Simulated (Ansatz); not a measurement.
System: L1₀ (CuAu-type) CoPt. Method: PBEsol (Ansatz, an electronic-structure program, PAW).

Numerical settings: plane-wave cutoff 520 eV, 20×20×16 k mesh (along the axes of the cell as run), Fermi–Dirac smearing 0.05 eV, spin-polarised with parallel moments, scalar-relativistic PAW data made under PBE.

A third-order Birch–Murnaghan fit to the energies gives V0 = 12.947 Å³/atom, B0 = 250 GPa, B′ = 5.0.

| V (Å³/atom) | P (GPa) |
|---|---|
| 12.430 | (withheld) |
| 12.689 | (withheld) |
| 12.948 | -0.01 |
| 13.206 | (withheld) |
| 13.465 | (withheld) |

Estimate the withheld pressures from this fit; the answers are the runs' own values.


- 12.430, P (GPa): 11.29
- 12.689, P (GPa): 5.30
- 13.206, P (GPa): -4.71
- 13.465, P (GPa): -8.89

The formula P = (3/2) B0 (x^(7/3) − x^(5/3)) [1 + (3/4)(B′ − 4)(x^(2/3) − 1)] with x = V0/V meets the computed pressures within 0.01 GPa when these rounded values are put in.

Shape and atoms are relaxed at each volume.

Spin–orbit coupling is not included.

Static lattice: no zero-point or thermal effects.
